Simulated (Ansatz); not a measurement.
# One geometry of Bi$_{2}$Te$_{3}$, one setting changed: spin–orbit coupling

Method: DFT PBE, plane waves, PAW in Ansatz 0.2.0. The atoms stay where they are, in a cell that isn't relaxed at these levels; pressure is positive in compression. “Off” is scalar-relativistic.

```
CELL_PARAMETERS angstrom
2.20850 1.27508 9.94667
-2.20850 1.27508 9.94667
0.00000 -2.55016 9.94667
ATOMIC_POSITIONS crystal
Bi 0.81200 0.81200 0.81200
Bi 0.40200 0.40200 0.40200
Te 0.61100 0.61100 0.61100
Te 0.20000 0.20000 0.20000
Te 0.00000 0.00000 0.00000
```

```
plane-wave cutoff : 420 eV
Γ-centred k-mesh  : 12×12×12
occupation rule   : Gaussian smearing, 0.1 eV
```

```
spin–orbit coupling gap on mesh (eV) P (GPa) largest force (eV/Å)
                off metal      1.7                 1.216
```

(1) What do the runs give for on?

Answers

(1) They give:

| spin–orbit coupling | gap on mesh (eV) | P (GPa) | largest force (eV/Å) |
| --- | --- | --- | --- |
| on | metal | 2.4 | 1.140 |

This form isn't the usual stable structure of the compound.